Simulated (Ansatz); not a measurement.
# Sb (fcc type): how the settings move a single-point run

How sensitive is a single-point run of Sb (fcc type) to its settings? A reference run comes first, then one run with altered input.

Method: reference: DFT, PBE, all-electron LAPW, scalar-relativistic, in Ansatz 0.2.0.

### Step 1. The system as given

The structure is cubic, space group Fm-3m (No. 225). The conventional cell has a = 4.793 Å, b = 4.793 Å, c = 4.793 Å, α = 90.00°, β = 90.00°, γ = 90.00°. Sb (site symmetry m-3m) is surrounded by 12 Sb at 3.39 Å.

Structure file:

```
CELL_PARAMETERS angstrom
0.00000 2.39627 -2.39627
-2.39627 0.00000 2.39627
4.79254 4.79254 4.79254
ATOMIC_POSITIONS crystal
Sb 0.00000 0.00000 0.00000
Sb 0.33333 0.66667 0.33333
Sb 0.66667 0.33333 0.66667
```

### Step 2. Reference

The input, input.yaml:

```yaml
crystal:
  lattice:
    - [0.0, 2.3962708736, -2.3962708736]
    - [-2.3962708736, 0.0, 2.3962708736]
    - [4.7925417473, 4.7925417473, 4.7925417473]
  atoms:
    - { symbol: Sb, position: [0.0, 0.0, 0.0] }
    - { symbol: Sb, position: [0.333333333, 0.666666667, 0.333333333] }
    - { symbol: Sb, position: [0.666666667, 0.333333333, 0.666666667] }
kpoints:
  mp_grid: { grid: [11, 11, 4] }
scf:
  occupations: { method: fermi_dirac, width: 0.1 }
hamiltonian:
  xc: pbe
  pseudopotentials: { kind: all_electron, lapw: { basis_error: 0.001 } }
output:
  forces: true
  stress: true
  eigenvalues: true
```

Run with:

```console
$ ansatz run input.yaml --threads 2 --pin off --max-ram 4096MiB --backend cpu --events-out ev --progress --plain --runs-dir out
```

### Step 3. Changing settings: mp_grid.grid [14, 14, 5], mp_grid.shift [0.5, 0.5, 0.5], occupations.width 0.025

Edit input.yaml of step 2 so:

```diff
@@ -10,5 +10,5 @@
 kpoints:
-  mp_grid: { grid: [11, 11, 4] }
+  mp_grid: { grid: [14, 14, 5], shift: [0.5, 0.5, 0.5] }
 scf:
-  occupations: { method: fermi_dirac, width: 0.1 }
+  occupations: { method: fermi_dirac, width: 0.025 }
 hamiltonian:
```

**Question.** What will these runs give? Wanted: for each run, ending; energy change; pressure; gap; force.

**Answer**, as computed:

```
                                                                                run     ending        energy change  pressure (GPa)  gap (eV)  force (eV/Å)  cycles   time
                                                                          reference  converged                    0            -0.1      0.00          0.00       7  5.3 s
1: mp_grid.grid [14, 14, 5], mp_grid.shift [0.5, 0.5, 0.5], occupations.width 0.025  converged  +1.7 meV/atom (σ→0)             0.1      0.00          0.00       7   22 s
```

Residual by cycle in the longest SCF loop of each run; runs are numbered as in the table. The quantity is the density residual dr2, in eV.

```
cycle  reference    run 1
    1       0.01   0.0103
    2     0.0045  0.00466
    3    0.00139  0.00143
    4     4.7e-4   4.8e-4
    5     1.6e-5   1.5e-5
    6     7.4e-7   7.2e-7
    7     6.5e-8   6.0e-8
```

**Reading.** Changing the k-point mesh and smearing moves the energy by +1.7 meV/atom (σ→0 values). More than one kind of setting changed, and this run alone doesn't tell their shares apart. Cost: 22 s against 5.3 s. Semilocal functionals close small gaps, so the missing gap need not be the real solid's.
